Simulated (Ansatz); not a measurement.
# BP: LAPW beside PAW, part 1 of 2

Does the method matter for BP? The same cell, functional and mesh are run with full-potential LAPW, PAW on the default files and datasets made for this crystal. The cell is first relaxed from a guess with PAW; it needn't be the stable phase of this composition.

Program: Ansatz 0.2.0. Level of theory: DFT PBE, scalar-relativistic. These are calculated values, not measurements.

### 1 Starting point

It takes space group Fm-3m (No. 225, cubic). The conventional cell has a = 4.465 Å, b = 4.465 Å, c = 4.465 Å, α = 90.00°, β = 90.00°, γ = 90.00°. B (site symmetry m-3m) has 6 P at 2.23 Å as nearest neighbours. Around P (site symmetry m-3m) lie 6 B at 2.23 Å.

Structure file:

```
B P
1.0
     0.00000    2.23228    2.23228
     2.23228    0.00000    2.23228
     2.23228    2.23228    0.00000
B P
1 1
Direct
  0.00000 0.00000 0.00000
  0.50000 0.50000 0.50000
```

Atoms are numbered in the order of the input: B1, P2.

### 2 Relaxing the guess with PAW

File input.yaml:

```yaml
crystal:
  lattice:
    - [0.0, 2.2322827293, 2.2322827293]
    - [2.2322827293, 0.0, 2.2322827293]
    - [2.2322827293, 2.2322827293, 0.0]
  atoms:
    - { symbol: B, position: [0.0, 0.0, 0.0] }
    - { symbol: P, position: [0.5, 0.5, 0.5] }
kpoints:
  mp_grid: { grid: [16, 16, 16] }
scf:
  occupations: { method: fermi_dirac, width: 0.05 }
hamiltonian:
  xc: pbe
  pseudopotentials: { kind: paw }
output:
  forces: true
  stress: true
  write_density: true
  write_potential: true
  elf: true
  volumetric_format: npy
relax:
  f_tol: 0.005
  max_steps: 80
  cell: {}
```

Run with:

```
> ansatz run input.yaml --threads 1 --pin off --max-ram 2048MiB --backend cpu --events-out ev --progress --plain --runs-dir out
```

Output:

```text
Engine: ansatz 0.2.0
Pseudopotentials: kind: paw
Pseudopotential: B, paw, valence charge 3, recommended cutoff 420 eV (normal)
Pseudopotential: P, paw, valence charge 5, recommended cutoff 420 eV (normal)
Functional definition: PBE
  parameter kappa = 0.804
  parameter beta = 0.06672455060314922
  exchange = pbe_x(kappa = kappa, mu = beta*pi^2/3)
  correlation = pbe_c(beta = beta)
Crystal: 2 atoms, lattice volume = 22.247 Å³
Basis set: ecut = 420 eV, 411 PW (Γ), exchange–correlation on 48×48×48 points (8 copies of the dense FFT grid, shifted against one another)
Bands: 8, of which v1, the nominal top of the filled ones, is band 4 counted from 1 (3 counted from 0)
Symmetry: 48 space group operations
Space group: Fm-3m (ITA 225), of the structure as read, at distance tolerance 2.8e-5 Å
k-points: 145 of 4096
Non-local potential: B, projectors of the file, l = 0: 2, l = 1: 2, l = 2: 1
Non-local potential: P, projectors of the file, l = 0: 2, l = 1: 2, l = 2: 2
PAW form: soft (Blöchl's): semilocal exchange-correlation on the pseudo side does not see the compensation charge
PAW one-centre angular grid: B, 110 points (default); XC on 64 Gauss nodes
PAW one-centre angular grid: P, 110 points (default); XC on 64 Gauss nodes
Initial density: superposition of atomic densities (neutral atoms: chi_scale 0, normalization atom), corrected by the library's trained network
Initial wavefunctions: pseudopotential atomic-orbital guess
Functional: x = pbe(κ = 0.804, μ = 0.2195149727645171), c = pbe(β = 0.06672455060314922)
SCF iter   1: F=—  HF=-910.231322 eV  |F-HF|=—  |Δ(HF+E_count)|=         —  Δρ=2.23e-3  dr2=1.01e-3  ethr=1.77e-3  ⟨swp⟩=5.7  Hψ=9568  notcnv=0
preconditioner: auto → none  [metal: Δε(μ)=0.027 eV  Ē_g=11.941 eV  σ=0.050 eV  W_gap=0.14  n_scr=0 (ndim 8)  ℏωp=22.3 eV  f_vac=0.000  D(μ)=0.76/eV (n_scr^D=8)]
SCF iter   2: F=—  HF=-910.231264 eV  |F-HF|=—  |Δ(HF+E_count)|=   5.77e-5  Δρ=1.23e-3  dr2=3.23e-4  ethr=1.27e-5  ⟨swp⟩=2.1  Hψ=2687  notcnv=0
SCF iter   3: F=—  HF=-910.231224 eV  |F-HF|=—  |Δ(HF+E_count)|=   4.00e-5  Δρ=6.08e-4  dr2=3.18e-5  ethr=4.04e-6  ⟨swp⟩=1.9  Hψ=1527  notcnv=0
SCF iter   4: F=—  HF=-910.231276 eV  |F-HF|=—  |Δ(HF+E_count)|=   5.22e-5  Δρ=1.71e-4  dr2=9.33e-6  ethr=3.97e-7  ⟨swp⟩=2.1  Hψ=1738  notcnv=0
SCF iter   5: F=—  HF=-910.231274 eV  |F-HF|=—  |Δ(HF+E_count)|=   2.63e-6  Δρ=5.10e-5  dr2=8.26e-7  ethr=1.17e-7  ⟨swp⟩=1.5  Hψ=1344  notcnv=0
SCF iter   6: F=-910.231273 eV  HF=-910.231273 eV  |F-HF|=7.69e-11  |Δ(HF+E_count)|=   2.41e-7  Δρ=7.70e-7  dr2=1.42e-10  ethr=1.25e-9  ⟨swp⟩=5.7  Hψ=6023  notcnv=0
SCF 1 converged in 6 iterations: F = -910.231273 eV  dr2 = 1.42e-10
relax step   1: F+E_penalty+E_count = -910.23127343 eV  Δ(F+E_penalty+E_count) = +0.000e0 eV  max|allowed force component| = 7.806e-31 eV/Å  Δτ_max = 0.0000 Å  P = -13.129 GPa  Ω = 22.247 Å³  (6 SCF iters, dr2 threshold 1.00e-7 eV, accepted)
Crystal: 2 atoms, lattice volume = 20.873 Å³
Initial density: handed on by an earlier stage of this run
Initial wavefunctions: those handed on with the density
iter 1 solved again at ethr=2.19e-4 eV; its pass at ethr=3.10e-3 eV (dr2=1.75e-2 eV) is discarded
SCF iter   1: F=—  HF=-910.318255 eV  |F-HF|=—  |Δ(HF+E_count)|=         —  Δρ=7.96e-3  dr2=1.73e-2  ethr=2.19e-4  ⟨swp⟩=1.0  Hψ=10893  notcnv=0
preconditioner: auto → none  [metal: Δε(μ)=0.006 eV  Ē_g=12.463 eV  σ=0.050 eV  W_gap=0.03  n_scr=0 (ndim 8)  ℏωp=23.0 eV  f_vac=0.000  D(μ)=0.67/eV (n_scr^D=0)]
SCF iter   2: F=—  HF=-910.313265 eV  |F-HF|=—  |Δ(HF+E_count)|=   4.99e-3  Δρ=2.10e-3  dr2=9.85e-4  ethr=2.16e-4  ⟨swp⟩=2.5  Hψ=2208  notcnv=0
SCF iter   3: F=—  HF=-910.313029 eV  |F-HF|=—  |Δ(HF+E_count)|=   2.37e-4  Δρ=8.70e-4  dr2=1.26e-4  ethr=1.23e-5  ⟨swp⟩=2.1  Hψ=1659  notcnv=0
SCF iter   4: F=—  HF=-910.313029 eV  |F-HF|=—  |Δ(HF+E_count)|=   1.68e-7  Δρ=1.37e-4  dr2=2.67e-6  ethr=1.57e-6  ⟨swp⟩=2.0  Hψ=1739  notcnv=0
SCF iter   5: F=-910.313030 eV  HF=-910.313030 eV  |F-HF|=7.57e-9  |Δ(HF+E_count)|=   9.28e-7  Δρ=8.54e-6  dr2=1.10e-8  ethr=2.50e-9  ⟨swp⟩=8.4  Hψ=5951  notcnv=0
SCF 2 converged in 5 iterations: F = -910.313030 eV  dr2 = 1.10e-8
relax step   2: F+E_penalty+E_count = -910.31302963 eV  Δ(F+E_penalty+E_count) = -8.176e-2 eV  max|allowed force component| = 5.506e-31 eV/Å  Δτ_max = 0.0000 Å  P = -5.287 GPa  Ω = 20.873 Å³  energy of the carried Pulay correction = +8.978e-4 eV  (5 SCF iters, dr2 threshold 2.00e-7 eV, accepted)
Crystal: 2 atoms, lattice volume = 20.040 Å³
Basis set: ecut = 420 eV, 387 PW (Γ), exchange–correlation on 48×48×48 points (8 copies of the dense FFT grid, shifted against one another)
iter 1 solved again at ethr=9.85e-5 eV; its pass at ethr=3.10e-3 eV (dr2=7.88e-3 eV) is discarded
SCF iter   1: F=—  HF=-910.327840 eV  |F-HF|=—  |Δ(HF+E_count)|=         —  Δρ=5.54e-3  dr2=7.84e-3  ethr=9.85e-5  ⟨swp⟩=1.0  Hψ=10660  notcnv=0
preconditioner: auto → none  [metal: Δε(μ)=0.019 eV  Ē_g=12.819 eV  σ=0.050 eV  W_gap=0.09  n_scr=0 (ndim 8)  ℏωp=23.5 eV  f_vac=0.000  D(μ)=0.61/eV (n_scr^D=0)]
SCF iter   2: F=—  HF=-910.325521 eV  |F-HF|=—  |Δ(HF+E_count)|=   2.32e-3  Δρ=1.38e-3  dr2=3.77e-4  ethr=9.79e-5  ⟨swp⟩=2.5  Hψ=2201  notcnv=0
SCF iter   3: F=—  HF=-910.325434 eV  |F-HF|=—  |Δ(HF+E_count)|=   8.72e-5  Δρ=5.90e-4  dr2=5.37e-5  ethr=4.71e-6  ⟨swp⟩=2.1  Hψ=1664  notcnv=0
SCF iter   4: F=—  HF=-910.325433 eV  |F-HF|=—  |Δ(HF+E_count)|=   6.34e-7  Δρ=1.03e-4  dr2=1.47e-6  ethr=6.71e-7  ⟨swp⟩=2.0  Hψ=1736  notcnv=0
SCF iter   5: F=-910.325433 eV  HF=-910.325433 eV  |F-HF|=3.53e-9  |Δ(HF+E_count)|=   3.68e-7  Δρ=7.46e-6  dr2=8.22e-9  ethr=2.50e-9  ⟨swp⟩=8.0  Hψ=5905  notcnv=0
SCF 3 converged in 5 iterations: F = -910.325433 eV  dr2 = 8.22e-9
relax step   3: F+E_penalty+E_count = -910.32543327 eV  Δ(F+E_penalty+E_count) = -1.240e-2 eV  max|allowed force component| = 1.315e-31 eV/Å  Δτ_max = 0.0000 Å  P = +0.962 GPa  Ω = 20.040 Å³  energy of the carried Pulay correction = +1.471e-3 eV  (5 SCF iters, dr2 threshold 2.00e-7 eV, accepted)
Crystal: 2 atoms, lattice volume = 20.164 Å³
iter 1 solved again at ethr=2.44e-6 eV; its pass at ethr=3.10e-3 eV (dr2=1.95e-4 eV) is discarded
SCF iter   1: F=—  HF=-910.325755 eV  |F-HF|=—  |Δ(HF+E_count)|=         —  Δρ=8.66e-4  dr2=1.94e-4  ethr=2.44e-6  ⟨swp⟩=1.0  Hψ=9737  notcnv=0
preconditioner: auto → none  [metal: Δε(μ)=0.013 eV  Ē_g=12.774 eV  σ=0.050 eV  W_gap=0.07  n_scr=0 (ndim 8)  ℏωp=23.4 eV  f_vac=0.000  D(μ)=0.63/eV (n_scr^D=0)]
SCF iter   2: F=—  HF=-910.325698 eV  |F-HF|=—  |Δ(HF+E_count)|=   5.67e-5  Δρ=2.14e-4  dr2=9.25e-6  ethr=2.42e-6  ⟨swp⟩=2.5  Hψ=1679  notcnv=0
SCF iter   3: F=—  HF=-910.325696 eV  |F-HF|=—  |Δ(HF+E_count)|=   2.20e-6  Δρ=9.09e-5  dr2=1.29e-6  ethr=1.16e-7  ⟨swp⟩=2.1  Hψ=1673  notcnv=0
SCF iter   4: F=-910.325696 eV  HF=-910.325696 eV  |F-HF|=6.65e-9  |Δ(HF+E_count)|=   3.10e-8  Δρ=1.50e-5  dr2=3.12e-8  ethr=2.50e-9  ⟨swp⟩=7.9  Hψ=5872  notcnv=0
SCF 4 converged in 4 iterations: F = -910.325696 eV  dr2 = 3.12e-8
relax step   4: F+E_penalty+E_count = -910.32569578 eV  Δ(F+E_penalty+E_count) = -2.625e-4 eV  max|allowed force component| = 1.068e-31 eV/Å  Δτ_max = 0.0000 Å  P = -0.054 GPa  Ω = 20.164 Å³  energy of the carried Pulay correction = +1.384e-3 eV  (4 SCF iters, dr2 threshold 2.00e-7 eV, accepted)
Crystal: 2 atoms, lattice volume = 20.157 Å³
iter 1 solved again at ethr=5.90e-9 eV; its pass at ethr=3.10e-3 eV (dr2=4.72e-7 eV) is discarded
SCF iter   1: F=—  HF=-910.325701 eV  |F-HF|=—  |Δ(HF+E_count)|=         —  Δρ=4.21e-5  dr2=4.69e-7  ethr=5.90e-9  ⟨swp⟩=1.0  Hψ=9760  notcnv=0
preconditioner: auto → none  [metal: Δε(μ)=0.013 eV  Ē_g=12.776 eV  σ=0.050 eV  W_gap=0.07  n_scr=0 (ndim 8)  ℏωp=23.4 eV  f_vac=0.000  D(μ)=0.63/eV (n_scr^D=0)]
SCF iter   2: F=—  HF=-910.325702 eV  |F-HF|=—  |Δ(HF+E_count)|=   2.33e-7  Δρ=7.87e-6  dr2=1.59e-8  ethr=5.87e-9  ⟨swp⟩=2.5  Hψ=1651  notcnv=0
SCF iter   3: F=-910.325702 eV  HF=-910.325702 eV  |F-HF|=3.85e-10  |Δ(HF+E_count)|=   5.49e-9  Δρ=2.02e-6  dr2=6.39e-10  ethr=9.19e-11  ⟨swp⟩=6.3  Hψ=4791  notcnv=0
SCF 5 converged in 3 iterations: F = -910.325702 eV  dr2 = 6.39e-10
relax step   5: F+E_penalty+E_count = -910.32570157 eV  Δ(F+E_penalty+E_count) = -5.787e-6 eV  max|allowed force component| = 1.578e-30 eV/Å  Δτ_max = 0.0000 Å  P = -0.001 GPa  Ω = 20.157 Å³  energy of the carried Pulay correction = +1.389e-3 eV  (3 SCF iters, dr2 threshold 7.35e-9 eV, accepted)
Initial wavefunctions: pseudopotential atomic-orbital guess (no wavefunctions were taken with the density)
iter 1 solved again at ethr=1.05e-6 eV; its pass at ethr=3.10e-3 eV (dr2=8.39e-5 eV) is discarded
SCF iter   1: F=—  HF=-910.324708 eV  |F-HF|=—  |Δ(HF+E_count)|=         —  Δρ=1.32e-4  dr2=3.75e-7  ethr=1.05e-6  ⟨swp⟩=2.2  Hψ=12529  notcnv=0
SCF iter   2: F=—  HF=-910.324711 eV  |F-HF|=—  |Δ(HF+E_count)|=   2.48e-6  Δρ=6.83e-5  dr2=1.09e-7  ethr=4.68e-9  ⟨swp⟩=2.3  Hψ=1740  notcnv=0
SCF iter   3: F=—  HF=-910.324711 eV  |F-HF|=—  |Δ(HF+E_count)|=   6.97e-7  Δρ=1.43e-5  dr2=2.22e-8  ethr=1.36e-9  ⟨swp⟩=2.1  Hψ=1703  notcnv=0
SCF iter   4: F=—  HF=-910.324711 eV  |F-HF|=—  |Δ(HF+E_count)|=   1.52e-8  Δρ=8.14e-7  dr2=4.84e-11  ethr=2.78e-10  ⟨swp⟩=2.6  Hψ=1732  notcnv=0
SCF iter   5: F=-910.324711 eV  HF=-910.324711 eV  |F-HF|=9.09e-13  |Δ(HF+E_count)|=  4.89e-11  Δρ=1.49e-7  dr2=1.49e-12  ethr=1.00e-12  ⟨swp⟩=5.2  Hψ=4395  notcnv=0
SCF 6 converged in 5 iterations: F = -910.324711 eV  dr2 = 1.49e-12
relax step   6: F+E_penalty+E_count = -910.32471123 eV  Δ(F+E_penalty+E_count) = +9.903e-4 eV  max|allowed force component| = 6.377e-30 eV/Å  Δτ_max = 0.0000 Å  P = -0.058 GPa  Ω = 20.157 Å³  stress off target by 5.84e-2 GPa  SCF on the basis re-selected at this cell (its energy is not comparable with the rows above)  (5 SCF iters)
basis re-selected at this cell: Δ(F+E_penalty+E_count) = +9.903e-4 eV, ΔP = -0.058 GPa vs the last step (what re-selecting the basis moved, of the pressure what is left beyond the Pulay correction that the steps carried, after the strain that the cell walked since its last selection, with what the two solves' SCF thresholds leave and, on support functions, any second-order correction that the steps lacked; it is no measure of the basis error at this ecutwfc). This SCF's stress stands 5.84e-2 GPa from its target on what of the cell is left free (relax.cell.stress_tol is 5.00e-2 GPa) and its largest allowed force component is 6.38e-30 eV/Å (relax.f_tol is 5.00e-3 eV/Å): not within both, so this SCF does not close the relaxation
Crystal: 2 atoms, lattice volume = 20.150 Å³
iter 1 solved again at ethr=8.30e-9 eV; its pass at ethr=3.10e-3 eV (dr2=6.64e-7 eV) is discarded
SCF iter   1: F=—  HF=-910.324718 eV  |F-HF|=—  |Δ(HF+E_count)|=         —  Δρ=5.06e-5  dr2=6.60e-7  ethr=8.30e-9  ⟨swp⟩=1.0  Hψ=9695  notcnv=0
preconditioner: auto → none  [metal: Δε(μ)=0.014 eV  Ē_g=12.779 eV  σ=0.050 eV  W_gap=0.07  n_scr=0 (ndim 8)  ℏωp=23.4 eV  f_vac=0.000  D(μ)=0.63/eV (n_scr^D=0)]
SCF iter   2: F=—  HF=-910.324718 eV  |F-HF|=—  |Δ(HF+E_count)|=   1.92e-7  Δρ=1.26e-5  dr2=3.18e-8  ethr=8.25e-9  ⟨swp⟩=2.5  Hψ=1682  notcnv=0
SCF iter   3: F=-910.324718 eV  HF=-910.324718 eV  |F-HF|=3.24e-10  |Δ(HF+E_count)|=   7.40e-9  Δρ=5.36e-6  dr2=4.51e-9  ethr=1.07e-10  ⟨swp⟩=6.4  Hψ=4810  notcnv=0
SCF 7 converged in 3 iterations: F = -910.324718 eV  dr2 = 4.51e-9
relax step   7: F+E_penalty+E_count = -910.32471815 eV  Δ(F+E_penalty+E_count) = -6.920e-6 eV  max|allowed force component| = 3.123e-31 eV/Å  Δτ_max = 0.0000 Å  P = +0.000 GPa  Ω = 20.150 Å³  energy of the carried Pulay correction = +5.605e-6 eV  (3 SCF iters, dr2 threshold 8.54e-9 eV, accepted)
iter 1 solved again at ethr=1.01e-6 eV; its pass at ethr=3.10e-3 eV (dr2=8.07e-5 eV) is discarded
SCF iter   1: F=—  HF=-910.324714 eV  |F-HF|=—  |Δ(HF+E_count)|=         —  Δρ=5.00e-6  dr2=3.38e-9  ethr=1.01e-6  ⟨swp⟩=2.2  Hψ=12479  notcnv=0
eigensolver tolerance schedule: the retry pair's looser diagonalisation over-reported the residual by 23885.46 of it (diagonalisation noise at an unbounded share of the residual, at the tolerance the schedule requests for it); recorded, not acted on — ethr = c·dr2/N_el stays at c = 1.0e-1
SCF iter   2: F=—  HF=-910.324714 eV  |F-HF|=—  |Δ(HF+E_count)|=   3.00e-7  Δρ=2.98e-6  dr2=1.45e-9  ethr=4.22e-11  ⟨swp⟩=2.9  Hψ=2052  notcnv=0
SCF iter   3: F=—  HF=-910.324714 eV  |F-HF|=—  |Δ(HF+E_count)|=  5.20e-10  Δρ=2.14e-6  dr2=1.23e-9  ethr=1.81e-11  ⟨swp⟩=2.1  Hψ=1715  notcnv=0
SCF iter   4: F=—  HF=-910.324714 eV  |F-HF|=—  |Δ(HF+E_count)|=  3.71e-10  Δρ=5.26e-7  dr2=6.60e-11  ethr=1.54e-11  ⟨swp⟩=2.0  Hψ=1591  notcnv=0
SCF iter   5: F=-910.324714 eV  HF=-910.324714 eV  |F-HF|=9.09e-13  |Δ(HF+E_count)|=  2.13e-11  Δρ=6.00e-8  dr2=3.57e-13  ethr=1.00e-12  ⟨swp⟩=5.2  Hψ=4330  notcnv=0
SCF 8 converged in 5 iterations: F = -910.324714 eV  dr2 = 3.57e-13
relax step   8: F+E_penalty+E_count = -910.32471395 eV  Δ(F+E_penalty+E_count) = +4.198e-6 eV  max|allowed force component| = 1.035e-30 eV/Å  Δτ_max = 0.0000 Å  P = +0.000 GPa  Ω = 20.150 Å³  stress off target by 3.19e-4 GPa  SCF on the basis re-selected at this cell (its energy is not comparable with the rows above)  (5 SCF iters)
basis re-selected at this cell: Δ(F+E_penalty+E_count) = +4.198e-6 eV, ΔP = -0.000 GPa vs the last step (what re-selecting the basis moved, of the pressure what is left beyond the Pulay correction that the steps carried, after the strain that the cell walked since its last selection, with what the two solves' SCF thresholds leave and, on support functions, any second-order correction that the steps lacked; it is no measure of the basis error at this ecutwfc). This SCF's stress stands 3.19e-4 GPa from its target on what of the cell is left free (relax.cell.stress_tol is 5.00e-2 GPa) and its largest allowed force component is 1.04e-30 eV/Å (relax.f_tol is 5.00e-3 eV/Å): within both
SCF converged after 5 iterations
Free energy (F): -910.324714 eV
Harris-Foulkes:  -910.324714 eV  (|F-HF|=9.09e-13)
Internal energy: -910.319483 eV  (E = F + TS)
E sigma→0 (E₀):  -910.322099 eV
Entropy (-TS):   -0.005231 eV (-2.615 meV/atom)
Fermi energy:    11.826242 eV
--- Per-component energies (eV) ---
  E_band       = 40.968241
  E_kinetic    = 119.077464
  E_local      = -23.318542  (includes V_loc(G=0)·N_el)
  E_nonlocal   = 45.223166
  E_hartree    = 4.972570
  E_xc         = -94.323338
  E_vxc        = -100.015337  (∫ρ·V_xc dr)
  E_paw        = -647.633903  (= ΣΔE_a)
  E_vpaw       = -9.943650  (= ΣTr[D̂ρ^β])
  E_aug_tail   = 0.000001  (compensation charges beyond the density's cutoff)
  E_ewald      = -314.316902
  E_smearing   = -0.005231  (= −TS)
  E_closure    = 0.000000  (closes the sum)
  Σ components = -910.324714   (vs F -910.324714, Δ=0.00e0)
--- Forces (eV/Å), atoms counted from 1 ---
  atom   1  B     -0.00000000    -0.00000000    -0.00000000
  atom   2  P      0.00000000    -0.00000000    -0.00000000
  max |Σ_I F_I| component: 1.35e-30 eV/Å
--- Stress (GPa, compression-positive) ---
        0.000319       0.000000       0.000000
        0.000000       0.000319       0.000000
        0.000000       0.000000       0.000319
  P = ⅓ Tr σ = 0.0003 GPa (0.003 kbar)
--- Band table (eV; the first three rows and the last of 145) ---
  k-point 0: bands = ["-5.0731", "11.8466", "11.8466", "11.8466", "18.3446", "19.6976", "19.6976", "19.6976"]
  k-point 1: bands = ["-4.9899", "11.2959", "11.8204", "11.8204", "18.4813", "19.7532", "19.7532", "19.8006"]
  k-point 2: bands = ["-4.7408", "9.9710", "11.7583", "11.7583", "18.3871", "18.4908", "18.4908", "20.0997"]
  k-point 144: bands = ["1.9695", "4.4060", "4.5087", "4.5087", "15.4020", "16.4845", "21.1301", "21.1301"]
--- Relaxed structure (6 steps of the walk, 6 accepted, 2 SCFs on fresh bases) ---
  F+E_penalty+E_count = -910.32471395 eV   max|allowed force component| = 1.035e-30 eV/Å   (the final SCF, on the basis selected at the relaxed cell)
  cell:  # Å, volume = 20.1498 Å³
    - [2.6117763723810715e-33, 2.159799718243577, 2.159799718243577]
    - [2.159799718243577, 2.1022389099274892e-33, 2.159799718243577]
    - [2.159799718243577, 2.159799718243577, 1.1974124277304634e-33]
  atoms:
    - { symbol: B, position: [-8.088398925288696e-36, 6.290976941888816e-36, 1.2581953883785321e-35] }
    - { symbol: P, position: [0.5, 0.5, 0.5] }
```

Wall time 6.6 s (1 thread of Intel Xeon 6975P-C (Granite Rapids), shared host); peak memory 0.39 GiB.

Relaxation path:

| step | E - E(step 1) (eV/cell) | largest force component (eV/Å) | pressure (GPa) | volume (Å³) |
| --- | --- | --- | --- | --- |
| 1 | 0.0000 | 0.0000 | -13.13 | 22.25 |
| 2 | -0.0818 | 0.0000 | -5.29 | 20.87 |
| 3 | -0.0942 | 0.0000 | 0.96 | 20.04 |
| 4 | -0.0944 | 0.0000 | -0.05 | 20.16 |
| 5 | -0.0944 | 0.0000 | 0.00 | 20.16 |
| 6 | -0.0934 | 0.0000 | -0.06 | 20.16 |
| 7 | -0.0934 | 0.0000 | 0.00 | 20.15 |
| 8 | -0.0934 | 0.0000 | 0.00 | 20.15 |

Step 1 is the start. Steps 6, 8 each repeat the geometry before them on a plane-wave basis chosen anew, so the energy can jump there without any move.

Lengths and angles in the start's conventional setting:

|  | before | after | change |
| --- | --- | --- | --- |
| a (Å) | 4.465 | 4.320 | -3.2 % |
| b (Å) | 4.465 | 4.320 | -3.2 % |
| c (Å) | 4.465 | 4.320 | -3.2 % |
| volume (Å³/atom) | 11.12 | 10.07 | -9.4 % |
| shortest distance (Å) | 2.232 | 2.160 | -3.2 % |
| space group (0.01 Å) | Fm-3m | Fm-3m | same |

Forces and stress were held to the start's 48 operations: a distortion of lower symmetry was not tested.

(Continued in part 2 of 2.)
